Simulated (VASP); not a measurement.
**ZnSe in VASP 6.6.1, single-point calculation**

INCAR

```
EDIFF = 1E-7
SIGMA = 0.02
ISMEAR = -1
LREAL = .FALSE.
IBRION = -1
LCHARG = .FALSE.
ENCUT = 520
NELM = 78
GGA = PE
NBANDS = 16
LASPH = .TRUE.
PREC = Accurate
NSW = 0
ISIF = 2
LWAVE = .FALSE.
```

KPOINTS

```
KPOINTS created by Atomic Simulation Environment
0
Gamma
4 4 4
0 0 0
```

POSCAR

```
Zn Se
 1.0000000000000000
     0.0000000000000000    5.5666000000000002    5.0903400000000003
     5.5666000000000002    0.0000000000000000    5.0903400000000003
     5.5666000000000002    5.5666000000000002    0.0000000000000000
 Zn  Se
   1   1
Cartesian
  0.0000000000000000  0.0000000000000000  0.0000000000000000
  2.7833000000000006  2.7833000000000006  2.5451700000000006
```

The recommended PBE PAW datasets give the neutral cell 18 valence electrons.

Command

```
mpirun -np 1 vasp_std
```

Task: Predict the outcome of this run.

Result: It converged. Results: gap between bands v and c on the k mesh 0.01 eV; least direct gap on the k mesh 0.01 eV; pressure -0.4 GPa. Band v is the last that the valence electrons fill when counted band by band, and c is the next.

OSZICAR

```
N       E                     dE             d eps       ncg     rms          rms(c)
DAV:   1     0.737685218097E+02    0.73769E+02   -0.59849E+03   416   0.793E+02
DAV:   2     0.688117643134E+01   -0.66887E+02   -0.64659E+02   536   0.172E+02
DAV:   3    -0.118201268314E+01   -0.80632E+01   -0.70888E+01   416   0.501E+01
DAV:   4    -0.136028742282E+01   -0.17827E+00   -0.17802E+00   568   0.767E+00
DAV:   5    -0.136144179530E+01   -0.11544E-02   -0.11543E-02   528   0.587E-01    0.535E+00
DAV:   6    -0.136101019924E+01    0.43160E-03   -0.48416E+01   440   0.109E+01    0.308E+00
DAV:   7    -0.724430679783E+00    0.63658E+00   -0.10111E+00   424   0.689E+00    0.176E+00
DAV:   8    -0.554609488704E+00    0.16982E+00   -0.12412E-01   440   0.155E+00    0.159E+00
DAV:   9    -0.469294736708E+00    0.85315E-01   -0.91999E-02   488   0.801E-01    0.725E-01
DAV:  10    -0.429990577118E+00    0.39304E-01   -0.24594E-02   440   0.582E-01    0.205E-01
DAV:  11    -0.430269131154E+00   -0.27855E-03   -0.11148E-02   448   0.421E-01    0.171E-01
DAV:  12    -0.429699106504E+00    0.57002E-03   -0.14224E-03   464   0.156E-01    0.114E-01
DAV:  13    -0.429337952408E+00    0.36115E-03   -0.11657E-03   424   0.157E-01    0.553E-02
DAV:  14    -0.429212500058E+00    0.12545E-03   -0.21682E-04   424   0.561E-02    0.152E-02
DAV:  15    -0.429257277451E+00   -0.44777E-04   -0.51974E-05   440   0.282E-02    0.186E-02
DAV:  16    -0.429238384716E+00    0.18893E-04   -0.10373E-05   488   0.142E-02    0.335E-03
DAV:  17    -0.429237821324E+00    0.56339E-06   -0.24900E-06   488   0.562E-03    0.191E-03
DAV:  18    -0.429238042030E+00   -0.22071E-06   -0.37676E-07   440   0.200E-03    0.213E-03
DAV:  19    -0.429237871075E+00    0.17096E-06   -0.18400E-07   536   0.215E-03    0.428E-04
DAV:  20    -0.429237882024E+00   -0.10950E-07   -0.50686E-08   424   0.730E-04
   1 F= -.42923788E+00 E0= -.41667272E+00  d E =-.251303E-01
```

These settings aren't sound, so the numbers aren't properties of the crystal.

The fault: cell typed in bohr.

On sound settings PBE gives a gap of 0.98 eV on its mesh and a pressure of 0.5 GPa for the intended cell.
